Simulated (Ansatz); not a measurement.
# AlN (F-43m) in Ansatz: notebook

The runs below take AlN through single point, equation of state, with PBE+D4.

All numbers are computed with Ansatz 0.2.0; they aren't measurements. Logs are shortened: lines on timing, memory, paths and dates and some standing lists are left out, and cuts for length are marked.

### Step 1. The crystal as given

The structure is cubic, space group F-43m (No. 216). Conventional cell: a = 4.368 Å, b = 4.368 Å, c = 4.368 Å, α = 90.00°, β = 90.00°, γ = 90.00°. Al (site symmetry -43m) is surrounded by 4 N at 1.89 Å. N (site symmetry -43m) has 4 Al at 1.89 Å as nearest neighbours.

Measurements of this composition are mostly on another form, of space group No. 186.

### Step 2. Single point, PBE+D4, 9.79 Å³/atom (volume scaled by 0.94)

Contents of input.yaml:

```yaml
crystal:
  lattice:
    - [0.0, 2.1394097525, 2.1394097525]
    - [2.1394097525, 0.0, 2.1394097525]
    - [2.1394097525, 2.1394097525, 0.0]
  atoms:
    - { symbol: Al, position: [0.0, 0.0, 0.0] }
    - { symbol: "N", position: [0.25, 0.25, 0.25] }
hamiltonian:
  xc: pbe
  pseudopotentials: { kind: paw }
  dispersion: d4
kpoints:
  mp_grid: { grid: [10, 10, 10] }
scf:
  occupations: { method: fermi_dirac, width: 0.05 }
output:
  forces: true
  stress: true
  eigenvalues: true
```

Potentials or basis: Ansatz PAW.

On the command line:

```console
ansatz run input.yaml --threads 2 --pin off --max-ram 5120MiB --backend cpu --events-out ev --progress --plain --runs-dir out
```

What it wrote:

```text
Warning: RAYON_NUM_THREADS=2 ignored (pool sized by the plan → 2); use --threads N
Engine: ansatz 0.2.0, x86_64-unknown-linux-gnu
Pseudopotentials: kind: paw
Pseudopotential: Al, paw, valence charge 3, recommended cutoff 420 eV (normal), Al.paw.azcp
Pseudopotential: N, paw, valence charge 5, recommended cutoff 420 eV (normal), N.paw.azcp
Functional definition: PBE
  parameter kappa = 0.804
  parameter beta = 0.06672455060314922
  exchange = pbe_x(kappa = kappa, mu = beta*pi^2/3)
  correlation = pbe_c(beta = beta)
Crystal: 2 atoms, lattice volume = 19.584 Å³
Basis set: ecut = 420 eV, 387 PW (Γ), exchange–correlation on 48×48×48 points (8 copies of the dense FFT grid, shifted against one another)
Bands: 8, of which v1, the nominal top of the filled ones, is band 4 counted from 1 (3 counted from 0)
Symmetry: 24 space group operations
Space group: F-43m (ITA 216), of the structure as read, at distance tolerance 2.7e-5 Å
k-points: 47 of 1000 (time reversal used)
Non-local potential: Al, projectors of the file, l = 0: 2, l = 1: 2, l = 2: 1
Non-local potential: N, projectors of the file, l = 0: 2, l = 1: 2, l = 2: 1
PAW form: soft (Blöchl's): semilocal exchange-correlation on the pseudo side does not see the compensation charge
PAW one-centre angular grid: Al, 110 points (default); XC on 64 Gauss nodes
PAW one-centre angular grid: N, 110 points (default); XC on 64 Gauss nodes
Initial density: superposition of atomic densities (neutral atoms: chi_scale 0, normalization atom), corrected by the library's trained network
Initial wavefunctions: pseudopotential atomic-orbital guess
Functional: x = pbe(κ = 0.804, μ = 0.2195149727645171), c = pbe(β = 0.06672455060314922)
SCF iter   1: F=—  HF=-924.765518 eV  |F-HF|=—  |Δ(HF+E_count)|=         —  Δρ=7.73e-4  dr2=2.93e-5  ethr=1.77e-3  ⟨swp⟩=4.7  Hψ=2730  notcnv=0
preconditioner: auto → none  [insulator: Δε(μ)=3.355 eV  Ē_g=16.017 eV  σ=0.050 eV  W_gap=1.00  n_scr=0 (ndim 8)  ℏωp=23.7 eV  f_vac=0.000  D(μ)=0.00/eV (n_scr^D=0)  ε∞_Penn≈3.2]
SCF iter   2: F=—  HF=-924.765655 eV  |F-HF|=—  |Δ(HF+E_count)|=   1.37e-4  Δρ=3.81e-4  dr2=6.53e-6  ethr=3.67e-7  ⟨swp⟩=2.4  Hψ=934  notcnv=0
SCF iter   3: F=—  HF=-924.765692 eV  |F-HF|=—  |Δ(HF+E_count)|=   3.75e-5  Δρ=8.05e-5  dr2=6.58e-7  ethr=8.16e-8  ⟨swp⟩=2.1  Hψ=554  notcnv=0
SCF iter   4: F=—  HF=-924.765693 eV  |F-HF|=—  |Δ(HF+E_count)|=   2.49e-7  Δρ=2.92e-5  dr2=1.36e-7  ethr=8.23e-9  ⟨swp⟩=2.1  Hψ=534  notcnv=0
iter 5 did not close the SCF: its close was put off for the readings that it lacked (scf_convergence_deferred on its scf_iter line)
SCF iter   5: F=-924.765693 eV  HF=-924.765693 eV  |F-HF|=3.43e-9  |Δ(HF+E_count)|=   1.12e-8  Δρ=1.29e-5  dr2=1.60e-8  ethr=1.69e-9  ⟨swp⟩=2.6  Hψ=550  notcnv=0
SCF iter   6: F=-924.765693 eV  HF=-924.765693 eV  |F-HF|=1.20e-10  |Δ(HF+E_count)|=  2.30e-10  Δρ=1.69e-6  dr2=2.67e-10  ethr=2.01e-10  ⟨swp⟩=1.0  Hψ=1172  notcnv=0
SCF 1 converged in 6 iterations: F = -924.765693 eV  dr2 = 2.67e-10
SCF converged after 6 iterations
Free energy (F): -924.765693 eV
Harris-Foulkes:  -924.765693 eV  (|F-HF|=1.20e-10)
Internal energy: -924.765693 eV  (E = F + TS)
E sigma→0 (E₀):  -924.765693 eV
Fermi energy:    9.362762 eV
--- Per-component energies (eV) ---
  E_band       = 19.795692
  E_kinetic    = 162.341099
  E_local      = -217.101327  (includes V_loc(G=0)·N_el)
  E_nonlocal   = 56.160486
  E_hartree    = 75.588982
  E_xc         = -102.661997
  E_vxc        = -109.022856  (∫ρ·V_xc dr)
  E_paw        = -595.653734  (= ΣΔE_a)
  E_vpaw       = -23.759892  (= ΣTr[D̂ρ^β])
  E_aug_tail   = 0.000097  (compensation charges beyond the density's cutoff)
  E_ewald      = -302.784566
  E_disp       = -0.654732  (pairwise vdW)
  E_smearing   = -0.000000  (= −TS)
  E_closure    = 0.000000  (closes the sum)
  Σ components = -924.765693   (vs F -924.765693, Δ=0.00e0)
--- Forces (eV/Å), atoms counted from 1 ---
  atom   1  Al     0.00000000    -0.00000000    -0.00000000
  atom   2  N     -0.00000000     0.00000000    -0.00000000
  max |Σ_I F_I| component: 2.04e-16 eV/Å
--- Stress (GPa, compression-positive) ---
       14.265437       0.000000      -0.000000
        0.000000      14.265437       0.000000
        0.000000       0.000000      14.265437
  P = ⅓ Tr σ = 14.2654 GPa (142.654 kbar)
--- Band table (eV; the first three rows and the last of 47) ---
  k-point 0: bands = ["-7.6971", "7.6352", "7.6352", "7.6352", "12.3776", "20.8425", "20.8425", "20.8425"]
  k-point 1: bands = ["-7.5399", "6.8226", "7.5840", "7.5840", "13.0242", "20.4481", "20.9820", "20.9820"]
  k-point 2: bands = ["-7.0916", "5.1692", "7.4546", "7.4546", "14.1490", "19.6179", "20.8414", "20.8414"]
  k-point 46: bands = ["-4.7141", "3.4302", "4.4088", "4.8928", "13.4926", "18.9300", "20.6364", "21.0938"]
```

Wall time 3.3 s (2 threads of Intel Xeon at 2.50GHz (Skylake/Cascade Lake), shared host); peak memory 0.29 GiB.

What came out:

| Quantity | Value |
| --- | --- |
| Free energy | -924.7657 eV |
| Pressure | 14.3 GPa |
| Band gap on the k mesh | 3.36 eV, indirect (least direct gap 4.74 eV) |

Caveat: the pressure holds a Pulay correction of +0.5 GPa for the finite cutoff.

### Step 3. Single point, PBE+D4, 10.00 Å³/atom (volume scaled by 0.96)

input.yaml: that of step 2 with these lines changed.

```diff
@@ -2,5 +2,5 @@
   lattice:
-    - [0.0, 2.1394097525, 2.1394097525]
-    - [2.1394097525, 0.0, 2.1394097525]
-    - [2.1394097525, 2.1394097525, 0.0]
+    - [0.0, 2.1544765148, 2.1544765148]
+    - [2.1544765148, 0.0, 2.1544765148]
+    - [2.1544765148, 2.1544765148, 0.0]
   atoms:
```

Potentials or basis: Ansatz PAW.

On the command line:

```console
ansatz run input.yaml --threads 2 --pin off --max-ram 5120MiB --backend cpu --events-out ev --progress --plain --runs-dir out
```

It took 3.7 s on 2 threads of Intel Xeon at 2.50GHz (Skylake/Cascade Lake), shared host; peak memory 0.28 GiB.

The run converged. Its results:

* Free energy: -924.7959 eV
* Pressure: 9.1 GPa
* Band gap on the k mesh: 3.35 eV, indirect (least direct gap 4.55 eV)

Caveat: the pressure holds a Pulay correction of +0.5 GPa for the finite cutoff.

### Step 4. Single point, PBE+D4, 10.21 Å³/atom (volume scaled by 0.98)

input.yaml: that of step 3 with these lines changed.

```diff
@@ -2,5 +2,5 @@
   lattice:
-    - [0.0, 2.1544765148, 2.1544765148]
-    - [2.1544765148, 0.0, 2.1544765148]
-    - [2.1544765148, 2.1544765148, 0.0]
+    - [0.0, 2.169335443, 2.169335443]
+    - [2.169335443, 0.0, 2.169335443]
+    - [2.169335443, 2.169335443, 0.0]
   atoms:
```

On the command line:

```console
ansatz run input.yaml --threads 2 --pin off --max-ram 5120MiB --backend cpu --events-out ev --progress --plain --runs-dir out
```

Run time: 3.3 s. Hardware: 2 threads of Intel Xeon at 2.50GHz (Skylake/Cascade Lake), shared host; peak memory 0.29 GiB.

The run converged. Its results:

```yaml
Free_energy: -924.8134 eV
Pressure: 4.4 GPa
Band_gap_on_the_k_mesh: 3.34 eV, indirect (least direct gap 4.37 eV)
```

Caveat: the pressure holds a Pulay correction of +0.5 GPa for the finite cutoff.

### Step 5. Single point, PBE+D4, 10.42 Å³/atom

input.yaml: that of step 4 with these lines changed.

```diff
@@ -2,5 +2,5 @@
   lattice:
-    - [0.0, 2.169335443, 2.169335443]
-    - [2.169335443, 0.0, 2.169335443]
-    - [2.169335443, 2.169335443, 0.0]
+    - [0.0, 2.1839935596, 2.1839935596]
+    - [2.1839935596, 0.0, 2.1839935596]
+    - [2.1839935596, 2.1839935596, 0.0]
   atoms:
```

On the command line:

```console
ansatz run input.yaml --threads 2 --pin off --max-ram 5120MiB --backend cpu --events-out ev --progress --plain --runs-dir out
```

Run time: 3.8 s. Hardware: 2 threads of Intel Xeon at 2.50GHz (Skylake/Cascade Lake), shared host; peak memory 0.29 GiB.

The run converged. Its results:

| Quantity | Value |
| --- | --- |
| Free energy | -924.8193 eV |
| Pressure | 0.2 GPa |
| Band gap on the k mesh | 3.33 eV, indirect (least direct gap 4.19 eV) |

Caveat: the pressure holds a Pulay correction of +0.5 GPa for the finite cutoff.

### Step 6. Single point, PBE+D4, 10.63 Å³/atom (volume scaled by 1.02)

input.yaml: that of step 5 with these lines changed.

```diff
@@ -2,5 +2,5 @@
   lattice:
-    - [0.0, 2.1839935596, 2.1839935596]
-    - [2.1839935596, 0.0, 2.1839935596]
-    - [2.1839935596, 2.1839935596, 0.0]
+    - [0.0, 2.1984575146, 2.1984575146]
+    - [2.1984575146, 0.0, 2.1984575146]
+    - [2.1984575146, 2.1984575146, 0.0]
   atoms:
@@ -20 +20,5 @@
   eigenvalues: true
+  write_density: true
+  write_potential: true
+  elf: true
+  volumetric_format: npy
```

Potentials or basis: Ansatz PAW.

On the command line:

```console
ansatz run input.yaml --threads 2 --pin off --max-ram 5120MiB --backend cpu --events-out ev --progress --plain --runs-dir out
```

It took 5.5 s on 2 threads of Intel Xeon at 2.50GHz (Skylake/Cascade Lake), shared host; peak memory 0.3 GiB.

The run converged. Its results:

```yaml
Free_energy: -924.8147 eV
Pressure: -3.7 GPa
Band_gap_on_the_k_mesh: 3.31 eV, indirect (least direct gap 4.01 eV)
```

Caveat: the pressure holds a Pulay correction of +0.5 GPa for the finite cutoff.

### Step 7. Single point, PBE+D4, 10.83 Å³/atom (volume scaled by 1.04)

Contents of input.yaml:

```yaml
crystal:
  lattice:
    - [0.0, 2.2127336128, 2.2127336128]
    - [2.2127336128, 0.0, 2.2127336128]
    - [2.2127336128, 2.2127336128, 0.0]
  atoms:
    - { symbol: Al, position: [0.0, 0.0, 0.0] }
    - { symbol: "N", position: [0.25, 0.25, 0.25] }
hamiltonian:
  xc: pbe
  pseudopotentials: { kind: paw }
  dispersion: d4
kpoints:
  mp_grid: { grid: [10, 10, 10] }
scf:
  occupations: { method: fermi_dirac, width: 0.05 }
output:
  forces: true
  stress: true
  eigenvalues: true
```

On the command line:

```console
ansatz run input.yaml --threads 2 --pin off --max-ram 5120MiB --backend cpu --events-out ev --progress --plain --runs-dir out
```

It took 3.8 s on 2 threads of Intel Xeon at 2.50GHz (Skylake/Cascade Lake), shared host; peak memory 0.29 GiB.

The run converged. Its results:

```yaml
Free_energy: -924.8005 eV
Pressure: -7.2 GPa
Band_gap_on_the_k_mesh: 3.30 eV, indirect (least direct gap 3.84 eV)
```

Caveat: the pressure holds a Pulay correction of +0.5 GPa for the finite cutoff.

### Step 8. Single point, PBE+D4, 11.04 Å³/atom (volume scaled by 1.06)

input.yaml: that of step 7 with these lines changed.

```diff
@@ -2,5 +2,5 @@
   lattice:
-    - [0.0, 2.2127336128, 2.2127336128]
-    - [2.2127336128, 0.0, 2.2127336128]
-    - [2.2127336128, 2.2127336128, 0.0]
+    - [0.0, 2.2268278375, 2.2268278375]
+    - [2.2268278375, 0.0, 2.2268278375]
+    - [2.2268278375, 2.2268278375, 0.0]
   atoms:
```

On the command line:

```console
ansatz run input.yaml --threads 2 --pin off --max-ram 5120MiB --backend cpu --events-out ev --progress --plain --runs-dir out
```

It took 3.2 s on 2 threads of Intel Xeon at 2.50GHz (Skylake/Cascade Lake), shared host; peak memory 0.29 GiB.

The run converged. Its results:

```yaml
Free_energy: -924.7776 eV
Pressure: -10.3 GPa
Band_gap_on_the_k_mesh: 3.29 eV, indirect (least direct gap 3.68 eV)
```

Caveat: the pressure holds a Pulay correction of +0.5 GPa for the finite cutoff.

### Step 9. Equation of state, PBE+D4

Potentials or basis: Ansatz PAW.

No new run: the results of the series are fitted here.

Results:

```yaml
Equilibrium_volume: 10.43 Å³/atom
Bulk_modulus: 201 GPa
Pressure_derivative_of_the_bulk_modulus: 3.8
```

Energy against volume, from the lowest point:
| volume (Å³/atom) | energy (meV/atom) |
| --- | --- |
| 9.792 | 26.79 |
| 10.001 | 11.69 |
| 10.209 | 2.91 |
| 10.417 | 0.00 |
| 10.626 | 2.30 |
| 10.834 | 9.39 |
| 11.042 | 20.83 |
